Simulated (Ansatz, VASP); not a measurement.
## One calculation of Ge, two programs

```xyz
2
Lattice="-2.4622 2.6150 1.4175 2.4622 -2.6150 1.4175 2.4622 2.6150 -1.4175" Properties=species:S:1:pos:R:3 pbc="T T T"
Ge    0.0000    1.3075    0.1816
Ge    2.4622    1.3075    1.2359
```

Change from the starting cell: volume scaled by 0.96.

Alike in both runs: task single point; functional PBEsol; k mesh 11 × 11 × 11; occupations fermi-dirac, width 0.05 eV; no spin polarisation.

```csv
,VASP,Ansatz
version,VASP 6.6.1,Ansatz 0.2.0
potentials or method,"VASP PAW PBE potentials, release 64 (Ge_d), cutoff 520 eV","all-electron LAPW, scalar-relativistic"
```

```tsv
	VASP	Ansatz	Ansatz less VASP
gap on the k mesh at the Fermi level (eV)	none	none	-
pressure (GPa)	0.5	0.6	+0.12
largest component of the traceless stress (GPa)	1.26	1.25	-0.006
rms of the force components (eV/Å)	0.031	0.031	-0.0005
```

Atom by atom the forces differ by 0.000 eV/Å (rms over components). A gap of «none» marks a metal or a gap that the smearing closes. Ansatz ran all-electron here, so the differences hold the error of VASP's frozen core and of both bases.

Caveats: the PAW data sets were made with another functional, which shifts forces and pressure a little (VASP).
